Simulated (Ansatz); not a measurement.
# Al48O73: the cost of one run

Method: density functional theory in Ansatz 0.2.0, PAW datasets, plane waves.

## (1) Starting point

121 atoms (48 Al, 73 O); a = 9.548 Å, b = 9.548 Å, c = 13.014 Å, α = 90.00°, β = 90.00°, γ = 120.00°. All atoms were shaken off their sites by about 0.02 Å along each axis. Defect site 1: (0.493, 0.583, 0.616).

The runs, in order: (2) PBEsol relaxation at the single k point (¼, ¼, ¼), on 1 × NVIDIA GB300 Max-Q with 8 threads of Arm Neoverse-V2; (3) r²SCAN single point at the single k point (¼, ¼, ¼), on 1 × NVIDIA GB300 Max-Q with 8 threads of Arm Neoverse-V2.

## (2) Relaxing the atoms with PBEsol

The input, in.yaml:

```yaml
crystal:
  lattice:
    - [9.547862, 0.000000, 0.000000]
    - [-4.773931, 8.268691, 0.000000]
    - [0.000000, 0.000000, 13.013576]
  atoms:
    - { symbol: Al, position: [0.334556, 0.164270, 0.183124] }
    - { symbol: Al, position: [0.331507, 0.669389, 0.187929] }
    - { symbol: Al, position: [0.833857, 0.168029, 0.185190] }
    - { symbol: Al, position: [0.834697, 0.668479, 0.183686] }
    - { symbol: Al, position: [0.165415, 0.336123, 0.020872] }
    - { symbol: Al, position: [0.165693, 0.832818, 0.019664] }
    - { symbol: Al, position: [0.667477, 0.332873, 0.018019] }
    - { symbol: Al, position: [0.662321, 0.831950, 0.019529] }
    - { symbol: Al, position: [0.167968, 0.334570, 0.314873] }
    - { symbol: Al, position: [0.165495, 0.833698, 0.316398] }
    - { symbol: Al, position: [0.664005, 0.331688, 0.314044] }
    - { symbol: Al, position: [0.665768, 0.832811, 0.314689] }
    - { symbol: Al, position: [0.169600, 0.332827, 0.521587] }
    - { symbol: Al, position: [0.164273, 0.832924, 0.518887] }
    - { symbol: Al, position: [0.670097, 0.331763, 0.520738] }
    - { symbol: Al, position: [0.670052, 0.835623, 0.518104] }
    - { symbol: Al, position: [0.999829, 0.999983, 0.350485] }
    - { symbol: Al, position: [0.997354, 0.498336, 0.352720] }
    - { symbol: Al, position: [0.501676, 0.998331, 0.351468] }
    - { symbol: Al, position: [0.498125, 0.495710, 0.352412] }
    - { symbol: Al, position: [0.999651, 0.998707, 0.147615] }
    - { symbol: Al, position: [0.999289, 0.497564, 0.145947] }
    - { symbol: Al, position: [0.500705, 0.999439, 0.146075] }
    - { symbol: Al, position: [0.501136, 0.501080, 0.147170] }
    - { symbol: Al, position: [0.997921, 0.000249, 0.645276] }
    - { symbol: Al, position: [0.996855, 0.498623, 0.647149] }
    - { symbol: Al, position: [0.501236, 0.998808, 0.647152] }
    - { symbol: Al, position: [0.503633, 0.450123, 0.667918] }
    - { symbol: Al, position: [0.999844, 0.000383, 0.850038] }
    - { symbol: Al, position: [0.999440, 0.502669, 0.850690] }
    - { symbol: Al, position: [0.503380, 0.000960, 0.852122] }
    - { symbol: Al, position: [0.501281, 0.497015, 0.851551] }
    - { symbol: Al, position: [0.335154, 0.169745, 0.686670] }
    - { symbol: Al, position: [0.335853, 0.666591, 0.683050] }
    - { symbol: Al, position: [0.833335, 0.167991, 0.683210] }
    - { symbol: Al, position: [0.829477, 0.662937, 0.684210] }
    - { symbol: Al, position: [0.337108, 0.170002, 0.480285] }
    - { symbol: Al, position: [0.334878, 0.665268, 0.481162] }
    - { symbol: Al, position: [0.837202, 0.166173, 0.481540] }
    - { symbol: Al, position: [0.830224, 0.664934, 0.481958] }
    - { symbol: Al, position: [0.335764, 0.166998, 0.981614] }
    - { symbol: Al, position: [0.330136, 0.664893, 0.979786] }
    - { symbol: Al, position: [0.834360, 0.165416, 0.984115] }
    - { symbol: Al, position: [0.835178, 0.666716, 0.981118] }
    - { symbol: Al, position: [0.169901, 0.335712, 0.815318] }
    - { symbol: Al, position: [0.166221, 0.836864, 0.815670] }
    - { symbol: Al, position: [0.668959, 0.331891, 0.814523] }
    - { symbol: Al, position: [0.663869, 0.833674, 0.812587] }
    - { symbol: O, position: [0.148972, 0.000208, 0.249616] }
    - { symbol: O, position: [0.152238, 0.501767, 0.251630] }
    - { symbol: O, position: [0.655194, 0.001946, 0.249205] }
    - { symbol: O, position: [0.657258, 0.505650, 0.250356] }
    - { symbol: O, position: [0.335791, 0.013116, 0.084995] }
    - { symbol: O, position: [0.329590, 0.506081, 0.084524] }
    - { symbol: O, position: [0.830798, 0.012749, 0.083496] }
    - { symbol: O, position: [0.828660, 0.514780, 0.084816] }
    - { symbol: O, position: [0.000612, 0.152607, 0.250270] }
    - { symbol: O, position: [0.996756, 0.649967, 0.249806] }
    - { symbol: O, position: [0.498911, 0.152271, 0.249914] }
    - { symbol: O, position: [0.497345, 0.648694, 0.250454] }
    - { symbol: O, position: [0.349685, 0.350670, 0.251770] }
    - { symbol: O, position: [0.348202, 0.848649, 0.247514] }
    - { symbol: O, position: [0.851464, 0.349394, 0.248423] }
    - { symbol: O, position: [0.845418, 0.846603, 0.250006] }
    - { symbol: O, position: [0.179800, 0.165770, 0.084131] }
    - { symbol: O, position: [0.177516, 0.664107, 0.081583] }
    - { symbol: O, position: [0.681165, 0.164789, 0.084086] }
    - { symbol: O, position: [0.677857, 0.665360, 0.083776] }
    - { symbol: O, position: [0.180740, 0.014846, 0.584974] }
    - { symbol: O, position: [0.182261, 0.516658, 0.583697] }
    - { symbol: O, position: [0.681477, 0.013708, 0.582186] }
    - { symbol: O, position: [0.678608, 0.514398, 0.580022] }
    - { symbol: O, position: [0.167355, 0.183663, 0.415323] }
    - { symbol: O, position: [0.167682, 0.678809, 0.415984] }
    - { symbol: O, position: [0.671240, 0.181929, 0.419751] }
    - { symbol: O, position: [0.668938, 0.686373, 0.416771] }
    - { symbol: O, position: [0.017334, 0.335082, 0.416846] }
    - { symbol: O, position: [0.012368, 0.832017, 0.419199] }
    - { symbol: O, position: [0.508191, 0.334194, 0.416502] }
    - { symbol: O, position: [0.513910, 0.830042, 0.414099] }
    - { symbol: O, position: [0.011886, 0.180671, 0.915794] }
    - { symbol: O, position: [0.014345, 0.684490, 0.916402] }
    - { symbol: O, position: [0.513377, 0.178156, 0.919302] }
    - { symbol: O, position: [0.517075, 0.681255, 0.916148] }
    - { symbol: O, position: [0.998358, 0.345254, 0.748269] }
    - { symbol: O, position: [0.001466, 0.850043, 0.746172] }
    - { symbol: O, position: [0.500447, 0.345694, 0.749956] }
    - { symbol: O, position: [0.500183, 0.844566, 0.747727] }
    - { symbol: O, position: [0.487390, 0.318463, 0.081576] }
    - { symbol: O, position: [0.487611, 0.817347, 0.083910] }
    - { symbol: O, position: [0.985413, 0.319313, 0.082373] }
    - { symbol: O, position: [0.990654, 0.821918, 0.082587] }
    - { symbol: O, position: [0.485820, 0.168797, 0.580681] }
    - { symbol: O, position: [0.479553, 0.712825, 0.564688] }
    - { symbol: O, position: [0.984971, 0.163013, 0.584574] }
    - { symbol: O, position: [0.987700, 0.667919, 0.580258] }
    - { symbol: O, position: [0.334680, 0.322890, 0.584233] }
    - { symbol: O, position: [0.331023, 0.820298, 0.583100] }
    - { symbol: O, position: [0.832814, 0.317527, 0.583605] }
    - { symbol: O, position: [0.837634, 0.823309, 0.584116] }
    - { symbol: O, position: [0.317976, 0.486208, 0.417040] }
    - { symbol: O, position: [0.318284, 0.986172, 0.417878] }
    - { symbol: O, position: [0.820465, 0.484742, 0.419404] }
    - { symbol: O, position: [0.818076, 0.984337, 0.416345] }
    - { symbol: O, position: [0.316713, 0.331176, 0.918979] }
    - { symbol: O, position: [0.318997, 0.833121, 0.917436] }
    - { symbol: O, position: [0.824016, 0.334987, 0.914727] }
    - { symbol: O, position: [0.820284, 0.830814, 0.919085] }
    - { symbol: O, position: [0.341345, 0.001288, 0.749539] }
    - { symbol: O, position: [0.348223, 0.500242, 0.749170] }
    - { symbol: O, position: [0.846454, 0.999233, 0.749932] }
    - { symbol: O, position: [0.844053, 0.497022, 0.751369] }
    - { symbol: O, position: [0.151951, 0.152675, 0.750715] }
    - { symbol: O, position: [0.152172, 0.653842, 0.748817] }
    - { symbol: O, position: [0.650932, 0.150373, 0.752378] }
    - { symbol: O, position: [0.651240, 0.649120, 0.750782] }
    - { symbol: O, position: [0.169433, 0.490897, 0.913596] }
    - { symbol: O, position: [0.168308, 0.985500, 0.915515] }
    - { symbol: O, position: [0.663488, 0.482644, 0.916896] }
    - { symbol: O, position: [0.668117, 0.987127, 0.914580] }
    - { symbol: O, position: [0.492566, 0.582179, 0.615471] }
  symmetry: { detect: false }
kpoints:
  mp_grid: { grid: [1, 1, 1], shift: [0.25, 0.25, 0.25] }
hamiltonian:
  xc: pbesol
scf:
  occupations: { method: fermi_dirac, width: 0.01 }
relax:
  f_tol: 0.03
  max_steps: 80
  escape_saddle: false
  adjacent_minimum: "off"
output:
  forces: true
  eigenvalues: true
  populations: true
```

Command:

```
> ansatz run in.yaml --threads 8 --pin off --max-ram 118750MiB --runs-dir r --events-out ev --progress --plain --backend cuda --devices 0,
```

Q: Estimate wall time and peak memory on 1 × NVIDIA GB300 Max-Q with 8 threads of Arm Neoverse-V2, shared host.

About 18 s, with a peak of 2.1 GiB on the host.
